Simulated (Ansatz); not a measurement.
The system is MnSb.

```
Sb Mn
1.0
     4.15000    0.00000    0.00000
    -2.07500    3.59401    0.00000
     0.00000    0.00000    5.78000
Sb Mn
2 2
Direct
  0.66667 0.33333 0.75000
  0.33333 0.66667 0.25000
  0.00000 0.00000 0.50000
  0.00000 0.00000 0.00000
```

| Quantity | Value |
| --- | --- |
| Program | Ansatz 0.2.0 |
| Task | relaxation of cell and atoms |
| Functional | PBE |
| Potentials or basis | Ansatz PAW |
| Cutoff | 420 eV (not typed: the program's choice for these potentials) |
| k mesh | 7 × 7 × 5 |
| Occupations | fermi-dirac, width 0.05 eV |
| Spin | collinear spin, ferromagnetic start |
| Starting moments | [0.0, 0.0, 4.0, 4.0] μB |

At the start: volume 21.55 Å³/atom.

**Question.** How do energy, volume and symmetry change on relaxing?

**Answer.** It ends after 5 steps and the volume is 20.28 Å³/atom (-5.9 %); space group P6_3/mmc (No. 194, to 0.05 Å); moment 6.35 μB per cell.

Step by step:
| step | energy change (eV) | largest force (eV/Å) | volume (Å³) |
| --- | --- | --- | --- |
| 1 | 0.0000 | 0.0000 | 86.21 |
| 2 | -0.0533 | 0.0000 | 79.43 |
| 3 | -0.0596 | 0.0000 | 81.30 |
| 4 | -0.0598 | 0.0000 | 81.13 |
| 5 | -0.0581 | 0.0000 | 81.13 |

Final structure:
```
Sb Mn
1.0
     4.09011    0.00000    0.00000
    -2.04506    3.54214    0.00000
     0.00000    0.00000    5.59992
Sb Mn
2 2
Direct
  0.66667 0.33333 0.75000
  0.33333 0.66667 0.25000
  0.00000 0.00000 0.50000
  0.00000 0.00000 0.00000
```

Caveat: the plane-wave basis is chosen anew once the cell has moved, so the energies of steps on either side of that aren't comparable; only a ferromagnetic start was run, and an antiferromagnetic order may lie lower in energy.
